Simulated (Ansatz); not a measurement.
# KF

**The experiment.** The Crystallography Open Database holds a cell as deposited of cubic KF (space group Fm-3m), temperature not stated (1963): a = 5.347 Å, 19.11 Å³/atom.

Computed with Ansatz (plane waves, PAW, 420 eV cutoff): PBE, scalar-relativistic, no spin polarisation, 12×12×12 k-mesh, Gaussian smearing of 0.05 eV; PAW files: Ansatz's generated set soft_2.

```cif
data_structure
_symmetry_space_group_name_H-M 'Fm-3m'
_symmetry_Int_Tables_number 225
_cell_length_a 5.4205
_cell_length_b 5.4205
_cell_length_c 5.4205
_cell_angle_alpha 90.000
_cell_angle_beta 90.000
_cell_angle_gamma 90.000
_cell_volume 159.26
loop_
_atom_site_label
_atom_site_type_symbol
_atom_site_symmetry_multiplicity
_atom_site_Wyckoff_symbol
_atom_site_fract_x
_atom_site_fract_y
_atom_site_fract_z
_atom_site_occupancy
K1 K 4 a 0.00000 0.00000 0.00000 1
F1 F 4 b 0.50000 0.00000 0.00000 1
```

The chain of runs began from a cell as deposited in COD, expanded in volume.

The cell above was scaled in volume, its shape and atoms being fixed by the lattice's symmetry. Energies are counted from the cell above.

The cell is relaxed to zero pressure at this level.

```tsv
V (Å³/atom)	ΔE (meV/atom)	P (GPa)	gap on the mesh (eV)
19.11	3.1	1.31	6.17
19.51	0.7	0.62	6.06
19.91	0.0	0.00	5.96
20.31	0.7	-0.54	5.86
20.70	2.6	-1.03	5.77
```

Task: What do the points give for the equilibrium volume, the bulk modulus and its pressure derivative (third-order Birch–Murnaghan)?

Result: V0 = 19.91 Å³/atom, B0 = 29 GPa, B0′ = 4.9.

B0·V0 = 28.8 GPa × 19.91 Å³ = 3.58 eV/atom sets the scale: near the minimum ΔE ≈ ½ B0 V0 x², with x = V/V0 − 1, and a pressure of 0.29 GPa squeezes the volume by about 1 %. At the ends of the curve: x = −4.0 % predicts 2.9 meV/atom and the run gives 3.1; x = +4.0 % predicts 2.8 meV/atom and the run gives 2.6. The lopsidedness is anharmonic: atoms resist being pushed together more than being pulled apart.

**Against experiment.** PBE gives 5.420 Å and 19.91 Å³/atom, +4.2 % in volume (+1.4 % in length) from the database's cell. PBE usually overestimates volumes by a few per cent. The static lattice also lacks zero-point motion and thermal expansion, roughly 2.2 to 5.4 % in volume at 300 K (room temperature assumed) by Grüneisen's rule, γ·3k_BT/(B0·V0) with γ of 1 to 2.5, so its own overestimate is larger than the figure.

Kohn–Sham gaps of semilocal functionals lie under measured ones, often by a third or more.
